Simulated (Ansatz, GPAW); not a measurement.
**Zn: the functional in 2 programs**

```
Zn
1.0
     0.00000    1.96478    1.96478
     1.96478    0.00000    1.96478
     1.96478    1.96478    0.00000
Zn
1
Direct
  0.00000 0.00000 0.00000
```

This isn't the form of Zn at room conditions, which is hcp.

Kept alike: task band structure; k mesh 12 × 12 × 12; occupations fermi-dirac, width 0.05 eV; no spin polarisation. The mesh is that of the run's cell of 1 atom. No spin-orbit coupling.

- A: Ansatz, Ansatz PAW, made for PBE, cutoff 420 to 500 eV
- B: GPAW; PAW data sets generated for this functional (BLYP, PBEsol); the program's PAW data sets (release 1.2.1) made for this functional (LDA); GPAW PAW data sets (gpaw-data 1.2.1) (r2SCAN), cutoff 600 eV

| functional | A: pressure (GPa) | B: pressure (GPa) |
| --- | --- | --- |
| BLYP | 6.03 | 5.61 |
| LDA | -8.52 | -8.87 |
| PBEsol | -5.19 | -5.39 |
| r2SCAN | ? | -4.27 |

Pressure is positive in compression; plane-wave values hold the error of the finite cutoff, which Ansatz corrects. Values on potentials made for another functional: all of A; B at r2SCAN. For a metal such a mesh leaves the last digits unconverged.

Q: Estimate the value left open.

A: In the median of the other rows A lies +0.35 GPa from the other column, which points to -3.92; the run gave -4.59 GPa, -0.67 from it.
